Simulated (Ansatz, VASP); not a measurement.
**MgO: VASP beside Ansatz**

The input INCAR:

```
PREC = Accurate
ENCUT = 520
EDIFF = 1E-7
ISMEAR = 0
SIGMA = 0.05
LREAL = False
LASPH = True
NELM = 80
ALGO = Normal
ISIF = 2
LWAVE = False
LCHARG = False
GGA = PE
NBANDS = 11
```

KPOINTS

```
Automatic mesh
0
Gamma
  9 9 8
```

Contents of POSCAR:

```
MgO
1.0
    2.9380209034      0.0000000000      0.0000000000
   -1.4690104517      2.5444007392      0.0000000000
    0.0000000000      0.0000000000      2.6796800000
Mg O
1 1
Direct
    0.0000000000      0.0000000000      0.0000000000
    0.3333333333      0.6666666667      0.5000000000
```

Input for Ansatz:

```yaml
crystal:
  lattice:
    - [2.9380209034, 0.0, 0.0]
    - [-1.4690104517, 2.5444007392, 0.0]
    - [0.0, 0.0, 2.67968]
  atoms:
    - { symbol: Mg, position: [0.0, 0.0, 0.0] }
    - { symbol: O, position: [0.3333333333, 0.6666666667, 0.5] }
basis:
  ecutwfc: 420
kpoints:
  mp_grid: { grid: [9, 9, 8] }
hamiltonian:
  xc: pbe
scf:
  occupations: { method: gaussian, width: 0.05 }
output:
  forces: true
  stress: true
  eigenvalues: true
```

Measurements of this composition are mostly on another form, of space group No. 225.

Alike in both runs: task single point; functional PBE; k mesh 9 × 9 × 8; occupations gaussian, width 0.05 eV; no spin polarisation.

|  | VASP | Ansatz |
| --- | --- | --- |
| version | VASP 6.6.1 | Ansatz 0.2.0 |
| potentials or method | VASP PAW PBE potentials, release 64 (Mg, O) | scalar-relativistic, plane waves, PAW |
| plane-wave cutoff (eV) | 520 | 420 |
| valence electrons in the cell | 8 | 16 |

```tsv
	VASP	Ansatz	Ansatz less VASP
gap on the k mesh at the Fermi level (eV)	3.00	3.02	+0.021
least direct gap on the mesh (eV)	3.40	3.42	+0.018
pressure (GPa)	-0.7	0.0	+0.64
```

The two sets of potentials don't hold the same shells in valence.

Caveats: an odd mesh through Γ misses points on the zone boundary, where band edges often lie. As with any semilocal functional, this PBE gap is likely too small.
